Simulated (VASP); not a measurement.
# Ir (Im-3m) in VASP: single point with PBEsol

Aim: the single point of Ir with PBEsol.

Program: VASP 6.6.1. These are calculated values, not measurements. Logs are shortened: lines on timing, memory, paths and dates and some standing lists are left out, and cuts for length are marked.

## Step 1: The structure

The structure is cubic, space group Im-3m (No. 229). Conventional cell: a = 3.079 Å, b = 3.079 Å, c = 3.079 Å, α = 90.00°, β = 90.00°, γ = 90.00°. Ir (site symmetry m-3m) is surrounded by 8 Ir at 2.67 Å.

This isn't the form of Ir at room conditions, which is fcc.

## Step 2: Single point, PBEsol, non-collinear spin, zero start, spin-orbit coupling

Contents of INCAR:

```
SYSTEM = Ir
PREC = Accurate ; ENCUT = 520
EDIFF = 1E-6 ; ISMEAR = 0
SIGMA = 0.1 ; LREAL = .False.
LASPH = .True. ; NELM = 100
ALGO = Normal ; ISIF = 2
LWAVE = .False. ; LCHARG = .False.
MAGMOM = 0 0 0 ; LORBIT = 11
LSORBIT = .True. ; GGA_COMPAT = .False.
LMAXMIX = 4 ; GGA = PS
NBANDS = 20
```

Contents of KPOINTS:

```
Automatic mesh
0
Gamma
  20 20 20
  0 0 0
```

Contents of POSCAR:

```
Ir
1.0
   -1.5395400000      1.5395400000      1.5395400000
    1.5395400000     -1.5395400000      1.5395400000
    1.5395400000      1.5395400000     -1.5395400000
Ir
1
Direct
    0.0000000000      0.0000000000      0.0000000000
```

Potentials or basis: VASP PAW PBE potentials, release 64 (Ir).

Run with:

```sh
$ cat potpaw_PBE.64/Ir/POTCAR > POTCAR
$ mpirun -np 1 vasp_ncl > vasp.out
```

OUTCAR:

```text
SYSTEM = Ir
   PREC = Accurate
   ENCUT = 520
   EDIFF = 1E-6
   ISMEAR = 0
   LREAL = .False.
   LASPH = .True.
   NELM = 100
   ISIF = 2
   LORBIT = 11
   LSORBIT = .True.
   GGA = PS

 ion  position               nearest neighbor table
   1  0.000  0.000  0.000-

  LATTYP: Found a body centered cubic cell.
 ALAT       =     3.0790800000

  Lattice vectors:

 A1 = (  -1.5395400000,   1.5395400000,   1.5395400000)
 A2 = (   1.5395400000,  -1.5395400000,   1.5395400000)
 A3 = (   1.5395400000,   1.5395400000,  -1.5395400000)

Analysis of symmetry for initial positions (statically):
=====================================================================
 Subroutine PRICEL returns:
 Original cell was already a primitive cell.

 Routine SETGRP: Setting up the symmetry group for a
 body centered cubic supercell.

 Subroutine GETGRP returns: Found 48 space group operations
 (whereof 48 operations were pure point group operations)
 out of a pool of 48 trial point group operations.

The static configuration has the point symmetry O_h .

Analysis of symmetry for dynamics (positions and initial velocities):
=====================================================================
 Subroutine PRICEL returns:
 Original cell was already a primitive cell.

 Routine SETGRP: Setting up the symmetry group for a
 body centered cubic supercell.

 Subroutine GETGRP returns: Found 48 space group operations
 (whereof 48 operations were pure point group operations)
 out of a pool of 48 trial point group operations.

The dynamic configuration has the point symmetry O_h .

Analysis of structural, dynamic, and magnetic symmetry:
=====================================================================
 Subroutine PRICEL returns:
 Original cell was already a primitive cell.

 Routine SETGRP: Setting up the symmetry group for a
 body centered cubic supercell.

 Subroutine GETGRP returns: Found 48 space group operations
 (whereof 48 operations were pure point group operations)
 out of a pool of 48 trial point group operations.

The overall configuration has the point symmetry O_h .

 Subroutine INISYM returns: Found 48 space group operations
 (whereof 48 operations are pure point group operations),
 and found     1 'primitive' translations

----------------------------------------------------------------------------------------

                                     Primitive cell

  volume of cell :      14.5960

  direct lattice vectors                    reciprocal lattice vectors
    -1.539540000  1.539540000  1.539540000     0.000000000  0.324772335  0.324772335
     1.539540000 -1.539540000  1.539540000     0.324772335  0.000000000  0.324772335
     1.539540000  1.539540000 -1.539540000     0.324772335  0.324772335  0.000000000

  length of vectors
     2.666561500  2.666561500  2.666561500     0.459297440  0.459297440  0.459297440

  position of ions in fractional coordinates (direct lattice)
     0.000000000  0.000000000  0.000000000

  ion indices of the primitive-cell ions
   primitive index   ion index
                 1           1

----------------------------------------------------------------------------------------

 KPOINTS: Automatic mesh

Automatic generation of k-mesh.
 Grid dimensions read from file:
 generate k-points for:   20   20   20

 Generating k-lattice:

  Cartesian coordinates                     Fractional coordinates (reciprocal lattice)
     0.000000000  0.016238617  0.016238617     0.050000000  0.000000000  0.000000000
     0.016238617  0.000000000  0.016238617     0.000000000  0.050000000  0.000000000
     0.016238617  0.016238617  0.000000000     0.000000000  0.000000000  0.050000000

  Length of vectors
     0.022964872  0.022964872  0.022964872

  Shift w.r.t. Gamma in fractional coordinates (k-lattice)
     0.000000000  0.000000000  0.000000000

 Subroutine IBZKPT returns following result:
 ===========================================

 Found    256 irreducible k-points:

 Following reciprocal coordinates:
            Coordinates               Weight
  0.000000  0.000000  0.000000      1.000000
  0.050000  0.000000  0.000000     12.000000
  0.100000  0.000000  0.000000     12.000000
  0.150000  0.000000  0.000000     12.000000
  0.200000  0.000000  0.000000     12.000000
  0.250000  0.000000  0.000000     12.000000
[... 16 lines left out ...]
  0.200000  0.100000  0.000000     48.000000
  0.250000  0.100000  0.000000     48.000000
 [... further k-points ...]
   k-points           NKPTS =    256   k-points in BZ     NKDIM =    256   number of bands    NBANDS=     20
   number of dos      NEDOS =    301   number of ions     NIONS =      1
   total plane-waves  NPLWV =   8000
   dimension x,y,z NGX =    20 NGY =   20 NGZ =   20
   dimension x,y,z NGXF=    40 NGYF=   40 NGZF=   40
   ions per type =               1
   NGX,Y,Z   is equivalent  to a cutoff of  12.47, 12.47, 12.47 a.u.
   NGXF,Y,Z  is equivalent  to a cutoff of  24.94, 24.94, 24.94 a.u.
 SYSTEM =  Ir
   PREC   = accura    normal or accurate (medium, high low for compatibility)
   ISTART =      0    job   : 0-new  1-cont  2-samecut
   ICHARG =      2    charge: 1-file 2-atom 10-const
   ISPIN  =      1    spin polarized calculation?
   LNONCOLLINEAR =      T non collinear calculations
   LSORBIT =      T    spin-orbit coupling
   LASPH  =      T    aspherical Exc in radial PAW
   ENCUT  =  520.0 eV  38.22 Ry    6.18 a.u.   4.96  4.96  4.96*2*pi/ulx,y,z
   NELM   =    100;   NELMIN=  2; NELMDL= -5     # of ELM steps
   EDIFF  = 0.1E-05   stopping-criterion for ELM
   LREAL  =      F    real-space projection
   EDIFFG = 0.1E-04   stopping-criterion for IOM
   NSW    =      0    number of steps for IOM
   IBRION =     -1    ionic relax: 0-MD 1-quasi-New 2-CG
   NFREE  =      0    steps in history (QN), initial steepest desc. (CG)
   ISIF   =      2    stress and relaxation
   ISYM   =      2    0-nonsym 1-usesym 2-fastsym
   POTIM  = 0.5000    time-step for ionic-motion
   TEBEG  =    0.0;   TEEND  =   0.0 temperature during run
   PSTRESS=    0.0 pullay stress
   NELECT =       9.0000    total number of electrons
   NUPDOWN=      -1.0000    fix difference up-down
   EMIN   =  10.00;   EMAX   =-10.00  energy-range for DOS
   EFERMI =   0.00;   METHOD = LEGACY
   ISMEAR =     0;   SIGMA  =   0.10  broadening in eV -4-tet -1-fermi 0-gaus
   EFERMI_NEDOS =   21; number of points for ismear=-14 and -15
   IALGO  =     38    algorithm
   IMIX   =      4    mixing-type and parameters
     AMIX     =   0.40;   BMIX     =  1.00
     AMIX_MAG =   1.60;   BMIX_MAG =  1.00
  volume/ion in A,a.u.               =      14.60        98.50
  Fermi-wavevector in a.u.,A,eV,Ry     =   1.393407  2.633158 26.416846  1.941583
  Thomas-Fermi vector in A             =   2.517056
   LORBIT       =     11    0 simple, 1 ext, 2 COOP (PROOUT), +10 PAW based schemes
   GGA     = PS    functional components
   LHFCALC =     F    Hartree Fock is set to
   AEXX    =    0.0000 exact exchange contribution
   IVDW    =     0    specifies the selected vdW correction
   LEPSILON=     F    determine dielectric tensor
   LRPA    =     F    only Hartree local field effects (RPA)
 Gauss-broadening in eV      SIGMA  =   0.10
  energy-cutoff  :      520.00
  volume of cell :       14.60
 maximum number of plane-waves:       840
   NGX =  9   NGY =  9   NGZ =  9

 number of electron       9.0000000 magnetization       0.0000000      0.0000000      0.0000000

 number of electron       9.0000000 magnetization       0.0000000     -0.0000000     -0.0000000

 number of electron       9.0000000 magnetization      -0.0000000      0.0000000      0.0000000

 Free energy of the ion-electron system (eV)
  ---------------------------------------------------
  ext. energy  EPLUGINS =         0.00000000
  ---------------------------------------------------
  free energy    TOTEN  =        -9.58180946 eV

  energy without entropy =       -9.56814482  energy(sigma->0) =       -9.57497714

 E-fermi :   9.5952     XC(G=0): -13.9022

 val. band max:        9.5945386961   @ k =   0.3000   0.1500   0.0000
 cond. band min:       9.5965773191   @ k =   0.2500   0.2500   0.2500
 fundamental gap:      0.0020386229
 Fermi energy:         9.5951554909

 k-point     1 :       0.0000    0.0000    0.0000
  band No.  band energies     occupation
      1      -1.1332      1.00000
      2      -1.1332      1.00000
      3       5.5631      1.00000
      4       5.5631      1.00000
      5       5.5631      1.00000
      6       5.5631      1.00000
[... 12 lines left out ...]
     19      36.7131      0.00000
[... 513 lines left out ...]
      4       4.6145      1.00000
      5       5.5583      1.00000
      6       5.5583      1.00000
[... 12 lines left out ...]
     19      30.9764      0.00000
     20      30.9764      0.00000

 [... further k-points ...]

------------------------ aborting loop because EDIFF is reached ----------------------------------------

  FORCE on cell =-STRESS in cart. coord.  units (eV):
  Direction    XX          YY          ZZ          XY          YZ          ZX
  --------------------------------------------------------------------------------------
  -------------------------------------------------------------------------------------
  Total        0.1315756      0.1315756      0.1315756      0.0000000     -0.0000000     -0.0000000
  in kB       14.4428551     14.4428551     14.4428551      0.0000000     -0.0000000     -0.0000000
  external PRESSURE =      14.4428551 kB  Pullay stress =       0.0000000 kB

 VOLUME and BASIS-vectors are now :
 -----------------------------------------------------------------------------
  energy-cutoff  :      520.00
  volume of cell :       14.60
      direct lattice vectors                 reciprocal lattice vectors
    -1.539540000  1.539540000  1.539540000     0.000000000  0.324772335  0.324772335
     1.539540000 -1.539540000  1.539540000     0.324772335  0.000000000  0.324772335
     1.539540000  1.539540000 -1.539540000     0.324772335  0.324772335  0.000000000

 POSITION                                       TOTAL-FORCE (eV/Angst)
 -----------------------------------------------------------------------------------
      0.00000      0.00000      0.00000        -0.000000      0.000000     -0.000000
 -----------------------------------------------------------------------------------
    total drift:                                0.000000     -0.000000      0.000000

  FREE ENERGIE OF THE ION-ELECTRON SYSTEM (eV)
  ---------------------------------------------------
  free  energy   TOTEN  =        -9.5818094601 eV

  energy  without entropy=       -9.5681448202  energy(sigma->0) =       -9.57497714

 Spin-Orbit-Coupling matrix elements

 Ion:    1  E_soc:     -0.8538715
 l=   1
     0.0000000    -0.0367954    -0.0367954
    -0.0367954     0.0000000    -0.0367954
    -0.0367954    -0.0367954     0.0000000
 l=   2
     0.0000000    -0.0118445     0.0000000    -0.0118445    -0.0936720
    -0.0118445     0.0000000    -0.0702540    -0.0118445    -0.0234180
     0.0000000    -0.0702540     0.0000000    -0.0702540     0.0000000
    -0.0118445    -0.0118445    -0.0702540     0.0000000    -0.0234180
    -0.0936720    -0.0234180     0.0000000    -0.0234180     0.0000000
 l=   3
     0.0000000     0.0000000     0.0000000     0.0000000     0.0000000     0.0000000     0.0000000
     0.0000000     0.0000000     0.0000000     0.0000000     0.0000000     0.0000000     0.0000000
     0.0000000     0.0000000     0.0000000     0.0000000     0.0000000     0.0000000     0.0000000
     0.0000000     0.0000000     0.0000000     0.0000000     0.0000000     0.0000000     0.0000000
     0.0000000     0.0000000     0.0000000     0.0000000     0.0000000     0.0000000     0.0000000
     0.0000000     0.0000000     0.0000000     0.0000000     0.0000000     0.0000000     0.0000000
     0.0000000     0.0000000     0.0000000     0.0000000     0.0000000     0.0000000     0.0000000

 total charge

# of ion       s       p       d       tot
------------------------------------------
    1        0.648   0.671   6.987   8.306

 magnetization (x)

# of ion       s       p       d       tot
------------------------------------------
    1        0.000  -0.000  -0.000  -0.000

 magnetization (y)

# of ion       s       p       d       tot
------------------------------------------
    1       -0.000  -0.000   0.000   0.000

 magnetization (z)

# of ion       s       p       d       tot
------------------------------------------
    1       -0.000  -0.000  -0.000  -0.000
```

Run time: 49 s. Hardware: 1 thread of Intel Xeon 6975P-C (Granite Rapids), shared host; peak memory 0.24 GiB.

What came out:

* Free energy: -9.5818 eV
* Pressure: 1.4 GPa
* Net moment: 0.00 μB per cell
* Valence electrons inside the program's atomic spheres: Ir 8.31

Moments on the atoms (μB; x, y, z):
```
Ir  0.00 0.00 0.00
```

Caveat: the PAW data sets were made with another functional, which shifts forces and pressure a little.
